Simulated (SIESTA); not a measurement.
ZnS under changes of volume

One of the cells (20.121 Å³/atom); the others are scaled copies at fixed shape and fractional positions:

```
CELL_PARAMETERS angstrom
0.00000 2.71989 2.71989
2.71989 0.00000 2.71989
2.71989 2.71989 0.00000
ATOMIC_POSITIONS crystal
Zn 0.75000 0.75000 0.75000
S 0.00000 0.00000 0.00000
```

```yaml
Program: SIESTA 5.4.2
Functional: PBEsol
Potentials_or_basis: PseudoDojo 0.4 standard (PBEsol files)
Basis: DZP (energy shift 0.003 Ry; two zetas on semicore shells)
Grid_cutoff: 800 Ry
Energy_shift: 0.003 Ry
k_mesh: 9 × 9 × 9
Occupations: fermi-dirac, width 0.05 eV
Spin: no spin polarisation
```

```tsv
volume (Å³/atom)	energy over the lowest point (meV/atom)	pressure (GPa)	gap on the mesh (eV)
18.543	11.00	4.2	2.72
18.938	2.98	2.2	2.59
19.332	0.00	0.4	2.48
20.121	5.51	-2.5	2.25
20.516	?	?	?
20.910	24.41	-5.0	2.04
```

What does the run at 20.516 Å³/atom give?

Energy over the lowest point 13.29 meV/atom; pressure -3.8 GPa; gap on the mesh 2.14 eV.

Worked out: A Birch-Murnaghan fit of order 3 (a polynomial in V^(-2/3)) to the other rows has its minimum at 19.43 Å³/atom with B0 = V·E''(V) = 81 GPa and B' = 4.8. It gives 13.52 meV/atom at 20.516 Å³/atom, against the run's 13.29, and -dE/dV = -3.9 GPa, against -3.8. A straight line through the other rows of the gap, of slope -5.64 eV per unit of ln V (its deformation potential), gives 2.14 eV, against the run's 2.14.

Energies are extrapolated to zero smearing.

Caveats: short orbitals over semicore shells can move pressures by several GPa; the valence orbitals were made in a potential fitted to the semicore shell under them, which widens gaps by tenths of an eV or more; an odd mesh through Γ misses points on the zone boundary, where band edges often lie; the basis of atomic orbitals isn't converged, which shifts pressures, moduli and gaps.
